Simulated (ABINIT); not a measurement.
PbF2 (Fluorocronite):

```
Pb F
1.0
     0.00000    2.96366    2.96366
     2.96366    0.00000    2.96366
     2.96366    2.96366    0.00000
Pb F
1 2
Direct
  0.00000 0.00000 0.00000
  0.75000 0.75000 0.75000
  0.25000 0.25000 0.25000
```

Base run:

| Quantity | Value |
| --- | --- |
| Program | ABINIT 10.8.3 (patched build) |
| Functional | WC |
| Potentials or basis | JTH PAW PBE v2.0 |
| Cutoff | 626 eV |
| k mesh | 8 × 8 × 8 |
| Occupations | fermi-dirac, width 0.05 eV |
| Spin | no spin polarisation |

Its results: band gap on the k mesh 4.33 eV, indirect (least direct gap 4.48 eV); pressure -1.2 GPa.

Q: The run is repeated on the same cell with these changes: functional from WC to PBE. What comes out?

A: Band gap on the k mesh 4.42 eV, indirect (least direct gap 4.56 eV); pressure 2.5 GPa.

PBE binds less tightly than WC, so the same cell stands under more pressure.

Caveats: spin-orbit coupling is left out, which as a rule narrows the gap of such compounds by several tenths of an eV; the PAW data sets were made with another functional, which shifts forces and pressure a little (some runs).
